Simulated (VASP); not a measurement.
# Cs in VASP: reference runs

Reference runs on Cs: the cell as given.

All numbers are computed with VASP 6.6.1; they aren't measurements. Logs are shortened: lines on timing, memory, paths and dates and some standing lists are left out, and cuts for length are marked.

## 1. The undisturbed slab

The cell holds a slab with vacuum, 3 atoms: a = 5.500 Å, b = 5.500 Å, c = 23.194 Å, α = 90.00°, β = 90.00°, γ = 90.00°.

The slab is cut from a database's or a generator's crystal, which needn't be the stable form of the element.

## 2. Single point, PBE (the (0 0 1) slab of Cs, cut from the database cell, not relaxed)

File INCAR:

```
SYSTEM = Cs
ALGO = Normal
DIPOL = 0.5 0.5 0.500
EDIFF = 1E-7
ENCUT = 520
GGA = PE
IDIPOL = 3
ISIF = 2
ISMEAR = -1
LASPH = .True.
LCHARG = .True.
LDIPOL = .True.
LELF = .True.
LREAL = .False.
LVACPOTAV = .True.
LVHAR = .True.
LWAVE = .False.
NBANDS = 20
NELM = 80
PREC = Accurate
SIGMA = 0.05
```

File KPOINTS:

```
k-points
0
Gamma
  5 5 1
  0 0 0
```

File POSCAR:

```
Cs
1.0
    5.5001509200      0.0000000000      0.0000000000
    0.0000000000      5.5001509200      0.0000000000
    0.0000000000      0.0000000000     23.1944779600
Cs
3
Direct
    0.5000000000      0.5000000000      0.3233528262
    0.0000000000      0.0000000000      0.5000000000
    0.5000000000      0.5000000000      0.6766471738
```

Potentials or basis: VASP PAW PBE potentials, release 64 (Cs_sv).

Command:

```sh
$ cat potpaw_PBE.64/Cs_sv/POTCAR > POTCAR
$ mpirun -np 1 vasp_std > vasp.out
```

OUTCAR:

```text
SYSTEM = Cs
   EDIFF = 1E-7
   ENCUT = 520
   GGA = PE
   ISIF = 2
   ISMEAR = -1
   LASPH = .True.
   LREAL = .False.
   NELM = 80
   PREC = Accurate

 ion  position               nearest neighbor table
   1  0.500  0.500  0.323-
   2  0.000  0.000  0.500-
   3  0.500  0.500  0.677-

  LATTYP: Found a simple tetragonal cell.
 ALAT       =     5.5001509200
 C/A-ratio  =     4.2170620947

  Lattice vectors:

 A1 = (   5.5001509200,   0.0000000000,   0.0000000000)
 A2 = (   0.0000000000,   5.5001509200,   0.0000000000)
 A3 = (   0.0000000000,   0.0000000000,  23.1944779600)

Analysis of symmetry for initial positions (statically):
=====================================================================
 Subroutine PRICEL returns:
 Original cell was already a primitive cell.

 Routine SETGRP: Setting up the symmetry group for a
 simple tetragonal supercell.

 Subroutine GETGRP returns: Found 16 space group operations
 (whereof 16 operations were pure point group operations)
 out of a pool of 16 trial point group operations.

The static configuration has the point symmetry D_4h.

Analysis of symmetry for dynamics (positions and initial velocities):
=====================================================================
 Subroutine PRICEL returns:
 Original cell was already a primitive cell.

 Routine SETGRP: Setting up the symmetry group for a
 simple tetragonal supercell.

 Subroutine GETGRP returns: Found 16 space group operations
 (whereof 16 operations were pure point group operations)
 out of a pool of 16 trial point group operations.

The dynamic configuration has the point symmetry D_4h.

 Subroutine INISYM returns: Found 16 space group operations
 (whereof 16 operations are pure point group operations),
 and found     1 'primitive' translations

----------------------------------------------------------------------------------------

                                     Primitive cell

  volume of cell :     701.6715

  direct lattice vectors                    reciprocal lattice vectors
     5.500150920  0.000000000  0.000000000     0.181813193  0.000000000  0.000000000
     0.000000000  5.500150920  0.000000000     0.000000000  0.181813193  0.000000000
     0.000000000  0.000000000 23.194477960     0.000000000  0.000000000  0.043113710

  length of vectors
     5.500150920  5.500150920 23.194477960     0.181813193  0.181813193  0.043113710

  position of ions in fractional coordinates (direct lattice)
     0.500000000  0.500000000  0.323352826
     0.000000000  0.000000000  0.500000000
     0.500000000  0.500000000  0.676647174

  ion indices of the primitive-cell ions
   primitive index   ion index
                 1           1
                 2           2
                 3           3

----------------------------------------------------------------------------------------

 KPOINTS: k-points

Automatic generation of k-mesh.
 Grid dimensions read from file:
 generate k-points for:    5    5    1

 Generating k-lattice:

  Cartesian coordinates                     Fractional coordinates (reciprocal lattice)
     0.036362639  0.000000000  0.000000000     0.200000000  0.000000000  0.000000000
     0.000000000  0.036362639  0.000000000     0.000000000  0.200000000  0.000000000
     0.000000000  0.000000000  0.043113710     0.000000000  0.000000000  1.000000000

  Length of vectors
     0.036362639  0.036362639  0.043113710

  Shift w.r.t. Gamma in fractional coordinates (k-lattice)
     0.000000000  0.000000000  0.000000000

 Subroutine IBZKPT returns following result:
 ===========================================

 Found      6 irreducible k-points:

 Following reciprocal coordinates:
            Coordinates               Weight
  0.000000  0.000000  0.000000      1.000000
  0.200000  0.000000  0.000000      4.000000
  0.400000  0.000000  0.000000      4.000000
  0.200000  0.200000  0.000000      4.000000
  0.400000  0.200000  0.000000      8.000000
  0.400000  0.400000  0.000000      4.000000
   k-points           NKPTS =      6   k-points in BZ     NKDIM =      6   number of bands    NBANDS=     20
   number of dos      NEDOS =    301   number of ions     NIONS =      3
   total plane-waves  NPLWV = 317520
   dimension x,y,z NGX =    42 NGY =   42 NGZ =  180
   dimension x,y,z NGXF=    84 NGYF=   84 NGZF=  360
   ions per type =               3
   NGX,Y,Z   is equivalent  to a cutoff of  12.69, 12.69, 12.90 a.u.
   NGXF,Y,Z  is equivalent  to a cutoff of  25.39, 25.39, 25.80 a.u.
 SYSTEM =  Cs
   PREC   = accura    normal or accurate (medium, high low for compatibility)
   ISTART =      0    job   : 0-new  1-cont  2-samecut
   ICHARG =      2    charge: 1-file 2-atom 10-const
   ISPIN  =      1    spin polarized calculation?
   LNONCOLLINEAR =      F non collinear calculations
   LSORBIT =      F    spin-orbit coupling
   LASPH  =      T    aspherical Exc in radial PAW
   ENCUT  =  520.0 eV  38.22 Ry    6.18 a.u.  10.23 10.23 43.13*2*pi/ulx,y,z
   NELM   =     80;   NELMIN=  2; NELMDL= -5     # of ELM steps
   EDIFF  = 0.1E-06   stopping-criterion for ELM
   LREAL  =      F    real-space projection
   EDIFFG = 0.1E-05   stopping-criterion for IOM
   NSW    =      0    number of steps for IOM
   IBRION =     -1    ionic relax: 0-MD 1-quasi-New 2-CG
   NFREE  =      0    steps in history (QN), initial steepest desc. (CG)
   ISIF   =      2    stress and relaxation
   ISYM   =      2    0-nonsym 1-usesym 2-fastsym
   POTIM  = 0.5000    time-step for ionic-motion
   TEBEG  =    0.0;   TEEND  =   0.0 temperature during run
   PSTRESS=    0.0 pullay stress
   NELECT =      27.0000    total number of electrons
   NUPDOWN=      -1.0000    fix difference up-down
   EMIN   =  10.00;   EMAX   =-10.00  energy-range for DOS
   EFERMI =   0.00;   METHOD = LEGACY
   ISMEAR =    -1;   SIGMA  =   0.05  broadening in eV -4-tet -1-fermi 0-gaus
   EFERMI_NEDOS =   21; number of points for ismear=-14 and -15
   IALGO  =     38    algorithm
   IMIX   =      4    mixing-type and parameters
     AMIX     =   0.40;   BMIX     =  1.00
     AMIX_MAG =   1.60;   BMIX_MAG =  1.00
  volume/ion in A,a.u.               =     233.89      1578.37
  Fermi-wavevector in a.u.,A,eV,Ry     =   0.552694  1.044440  4.156182  0.305471
  Thomas-Fermi vector in A             =   1.585245
   LORBIT       =      0    0 simple, 1 ext, 2 COOP (PROOUT), +10 PAW based schemes
   GGA     = PE    functional components
   LHFCALC =     F    Hartree Fock is set to
   AEXX    =    0.0000 exact exchange contribution
   IVDW    =     0    specifies the selected vdW correction
   LEPSILON=     F    determine dielectric tensor
   LRPA    =     F    only Hartree local field effects (RPA)
 non-spin polarized calculation
  energy-cutoff  :      520.00
  volume of cell :      701.67
 maximum number of plane-waves:     18918
 NGX is ok and might be reduce to    42
   NGX = 21   NGY = 21   NGZ = 87

 number of electron      26.9999992 magnetization

 dipolmoment           0.000000      0.000000      0.000000 electrons x Angstroem

 Free energy of the ion-electron system (eV)
  ---------------------------------------------------
  ext. energy  EPLUGINS =         0.00000000
  ---------------------------------------------------
  free energy    TOTEN  =        -2.32108874 eV

  energy without entropy =       -2.29289697  energy(sigma->0) =       -2.30699285

 E-fermi :  -0.7302     XC(G=0):  -3.2968

 val. band max:       -0.7304489369   @ k =   0.2000   0.0000   0.0000
 cond. band min:      -0.6129302002   @ k =   0.4000   0.2000   0.0000
 fundamental gap:      0.1175187367
 Fermi energy:        -0.7301527869

 k-point     1 :       0.0000    0.0000    0.0000
  band No.  band energies     occupation
      1     -24.8570      2.00000
      2     -24.8569      2.00000
      3     -24.6000      2.00000
      4     -11.6799      2.00000
      5     -11.6767      2.00000
      6     -11.6149      2.00000
[... 12 lines left out ...]
     19       0.7409      0.00000
     20       0.9909      0.00000

 k-point     2 :       0.2000    0.0000    0.0000
  band No.  band energies     occupation
      1     -24.8564      2.00000
      2     -24.8563      2.00000
      3     -24.5994      2.00000
      4     -11.6765      2.00000
      5     -11.6752      2.00000
      6     -11.6379      2.00000
[... 12 lines left out ...]
     19       0.6542      0.00000
     20       1.0237      0.00000

 k-point     3 :       0.4000    0.0000    0.0000
  band No.  band energies     occupation
      1     -24.8554      2.00000
      2     -24.8553      2.00000
      3     -24.5984      2.00000
      4     -11.6753      2.00000
      5     -11.6734      2.00000
      6     -11.6728      2.00000
[... 12 lines left out ...]
     19       0.5930      0.00000
     20       0.9329      0.00000

 k-point     4 :       0.2000    0.2000    0.0000
  band No.  band energies     occupation
      1     -24.8557      2.00000
      2     -24.8557      2.00000
      3     -24.5988      2.00000
      4     -11.6735      2.00000
      5     -11.6733      2.00000
      6     -11.6366      2.00000
[... 12 lines left out ...]
     19       0.7014      0.00000
     20       0.9545      0.00000

 k-point     5 :       0.4000    0.2000    0.0000
  band No.  band energies     occupation
      1     -24.8547      2.00000
      2     -24.8547      2.00000
      3     -24.5978      2.00000
      4     -11.6720      2.00000
      5     -11.6709      2.00000
      6     -11.6703      2.00000
[... 12 lines left out ...]
     19       0.7133      0.00000
     20       0.8599      0.00000

 k-point     6 :       0.4000    0.4000    0.0000
  band No.  band energies     occupation
      1     -24.8538      2.00000
      2     -24.8538      2.00000
      3     -24.5968      2.00000
      4     -11.6678      2.00000
      5     -11.6674      2.00000
      6     -11.6671      2.00000
[... 12 lines left out ...]
     19       0.5287      0.00000
     20       0.7336      0.00000

------------------------ aborting loop because EDIFF is reached ----------------------------------------

  FORCE on cell =-STRESS in cart. coord.  units (eV):
  Direction    XX          YY          ZZ          XY          YZ          ZX
  --------------------------------------------------------------------------------------
  -------------------------------------------------------------------------------------
  Total       -0.4111033     -0.4111033     -0.2690670      0.0000000      0.0000000      0.0000000
  in kB       -0.9387020     -0.9387020     -0.6143802      0.0000000      0.0000000      0.0000000
  external PRESSURE =      -0.8305947 kB  Pullay stress =       0.0000000 kB

 VOLUME and BASIS-vectors are now :
 -----------------------------------------------------------------------------
  energy-cutoff  :      520.00
  volume of cell :      701.67
      direct lattice vectors                 reciprocal lattice vectors
     5.500150920  0.000000000  0.000000000     0.181813193  0.000000000  0.000000000
     0.000000000  5.500150920  0.000000000     0.000000000  0.181813193  0.000000000
     0.000000000  0.000000000 23.194477960     0.000000000  0.000000000  0.043113710

 POSITION                                       TOTAL-FORCE (eV/Angst)
 -----------------------------------------------------------------------------------
      2.75008      2.75008      7.50000         0.000000      0.000000      0.030662
      0.00000      0.00000     11.59724         0.000000     -0.000000      0.000000
      2.75008      2.75008     15.69448        -0.000000      0.000000     -0.030662
 -----------------------------------------------------------------------------------
    total drift:                                0.000000     -0.000000      0.000000

  FREE ENERGIE OF THE ION-ELECTRON SYSTEM (eV)
  ---------------------------------------------------
  free  energy   TOTEN  =        -2.3210887388 eV

  energy  without entropy=       -2.2928969652  energy(sigma->0) =       -2.30699285

 vacuum level on the upper side and lower side of the slab         1.249         1.249
```

Wall time 81 s (1 thread of Intel Xeon 6975P-C (Granite Rapids), shared host); peak memory 0.6 GiB.

What came out:

- Free energy: -2.3211 eV
- Largest force: 0.031 eV/Å
- Band gap on the k mesh: none (metal or under the smearing width)
- Work function of the upper face: 1.98 eV
- Work function of the lower face: 1.98 eV

Forces in eV/Å, atoms in the order of the input:
```
Cs   0.000  0.000  0.031
Cs   0.000  0.000  0.000
Cs   0.000  0.000 -0.031
```

Levels at points of the mesh, in eV from the Fermi level:
```tsv
k point	band 12	band 13	band 14	band 15	band 16	band 17
(0.00, 0.00, 0.00)	-10.65	-1.45	-0.95	-0.23	0.83	0.93
```
